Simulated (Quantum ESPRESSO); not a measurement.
The system is TiO2.

```
Ti O
1.0
     4.59984    0.00000    0.00000
     0.00000    4.59984    0.00000
     0.00000    0.00000    2.95921
Ti O
2 4
Direct
  0.00000 0.00000 0.50000
  0.50000 0.50000 0.00000
  0.30432 0.30432 0.50000
  0.19568 0.80432 0.00000
  0.80432 0.19568 0.00000
  0.69568 0.69568 0.50000
```

The cell is a database's computed one.

Base run:

| Property | Result |
| --- | --- |
| Program | Quantum ESPRESSO 7.5 |
| Functional | PBEsol |
| Potentials or basis | GBRV 1.5 PBEsol |
| Cutoff | 612 eV |
| Density cutoff | 4898 eV |
| k mesh | 6 × 6 × 9 |
| Occupations | fermi-dirac, width 0.05 eV |
| Spin | no spin polarisation |

Its results: band gap on the k mesh 1.83 eV, direct; pressure -2.5 GPa; largest force 0.061 eV/Å.

Problem. The run is repeated on the same cell with these changes: functional from PBEsol to LDA; potentials or basis from GBRV 1.5 PBEsol to GBRV 1.5 LDA. What comes out?

Solution. Band gap on the k mesh 1.78 eV, direct; pressure -8.3 GPa; largest force 0.111 eV/Å.
